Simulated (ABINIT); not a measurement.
BP:

```xyz
2
Lattice="0.0000 2.2690 2.2690 2.2690 0.0000 2.2690 2.2690 2.2690 0.0000" Properties=species:S:1:pos:R:3 pbc="T T T"
P     3.4035    3.4035    3.4035
B     0.0000    0.0000    0.0000
```

- Program: ABINIT 10.8.3 (patched build)
- Task: relaxation of cell and atoms
- Functional: LDA
- Potentials or basis: PseudoDojo NC SR LDA v0.4.1 standard
- Cutoff: 1034 eV
- k mesh: 8 × 8 × 8
- Occupations: fermi-dirac, width 0.05 eV
- Spin: no spin polarisation

At the start: pressure -5.5 GPa; volume 11.68 Å³/atom.

**Question.** Where does the relaxation end?

**Answer.** Over 4 steps the energy falls by 6.8 meV/atom and the volume is 11.30 Å³/atom (-3.3 %); space group F-43m (No. 216, to 0.05 Å).

The path:
```csv
step,energy change (eV),largest force (eV/Å),pressure (GPa),volume (Å³)
1,0.0000,0.0000,-5.52,23.36
2,-0.0103,0.0000,-2.83,22.97
3,-0.0137,0.0000,0.11,22.58
4,-0.0137,0.0000,0.00,22.59
```

Final structure:
```cif
data_structure
_symmetry_space_group_name_H-M 'P 1'
_symmetry_Int_Tables_number 1
_cell_length_a 3.1731
_cell_length_b 3.1731
_cell_length_c 3.1731
_cell_angle_alpha 60.000
_cell_angle_beta 60.000
_cell_angle_gamma 60.000
_cell_volume 22.59
loop_
_atom_site_label
_atom_site_type_symbol
_atom_site_fract_x
_atom_site_fract_y
_atom_site_fract_z
_atom_site_occupancy
P1 P 0.75000 0.75000 0.75000 1
B1 B 0.00000 0.00000 0.00000 1
```
